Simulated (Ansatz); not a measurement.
Put SnO2 in I-43m (No. 217): Sn on 12d; O on 24g. A trial structure of SnO2 was built thus: 4-connected net, bridging atoms on its edges, bridges bent.

Level of theory: DFT PBE, scalar-relativistic, plane waves, PAW in Ansatz. Cutoff 420 eV, Γ-centred mesh, Gaussian smearing, no spin polarisation.

Energies over the elements count from the elements' standard structures at the same level (O₂ as a molecule), with no fitted energy shifts. The references include grey tin.

Question: Which cell and coordinates does it relax to?

Answer:

Space group I-43m (No. 217). a = 10.138 Å, b = 10.138 Å, c = 10.138 Å, α = 90.00°, β = 90.00°, γ = 90.00°
```csv
atom,site,symmetry,x,y,z
Sn,12d,-4..,0.0000,0.5000,0.2500
O,24g,..m,0.1413,0.5761,0.1413
```

Around Sn lie 4 O at 1.97 Å; around O lie 2 Sn at 1.97 Å. Another local minimum with the same sites may exist.

Question: Where does its energy lie, and is it a metal?

Answer: The energy over the elements is −1.269 eV/atom and the gap on the 4×4×4 mesh of the 18-atom cell is 2.35 eV.

The last run used Gaussian smearing of 0.02 eV. Kohn–Sham gaps at this level usually fall short of measured ones. Symmetry constrained the relaxation, so the result can be a saddle point. Another cell of SnO2 relaxed alike, in Fm-3m, lies 90 meV/atom lower, so this cell isn't the stable form at this level.
